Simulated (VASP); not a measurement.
# PtS2: single point with PBE

The system is PtS2.

```
Pt S
1.0
     3.54320    0.00000    0.00000
    -1.77160    3.06850    0.00000
     0.00000    0.00000    5.03880
Pt S
1 2
Direct
  0.00000 0.00000 0.00000
  0.66667 0.33333 0.77300
  0.33333 0.66667 0.22700
```

- Program: VASP 6.6.1
- Task: single point
- Functional: PBE
- Potentials or basis: VASP PAW PBE potentials, release 64 (Pt, S)
- Cutoff: 520 eV
- k mesh: 9 × 9 × 5
- Occupations: gaussian, width 0.028 eV
- Spin: no spin polarisation
- Further INCAR settings: ALGO = Normal; EDIFF = 1e-06

```yaml
Pressure: 11.1 GPa
Largest_force: 1.213 eV/Å
Band_gap_on_the_k_mesh: 1.03 eV, indirect (least direct gap 1.08 eV)
```

Forces on the atoms (eV/Å):
```
Pt   0.000  0.000  0.000
S    0.000  0.000 -1.213
S    0.000  0.000  1.213
```

Stress tensor (GPa, compression positive):
```
11.57  0.00  0.00
 0.00 11.57  0.00
 0.00  0.00 10.08
```

Levels at points of the mesh, in eV from the valence-band top:
```csv
k point,band 8,band 9,band 10,band 11,band 12,band 13,band 14,band 15
"(0.00, 0.00, 0.00)",-1.79,-1.14,-1.14,-0.12,2.46,2.46,4.80,5.78
```

It took 22 s on 1 thread of Intel(R) Xeon(R) Platinum 8488C (Sapphire Rapids), on a shared host, peak memory 0.2 GiB.

Caveat: spin-orbit coupling is left out, which moves the levels of the heavy elements; an odd mesh through Γ misses points on the zone boundary, where band edges often lie; forces of over 1 eV/Å show positions far from the minimum, so gaps and moduli don't describe the material at rest. PBE gaps usually lie below the measured ones, often by a third to a half.
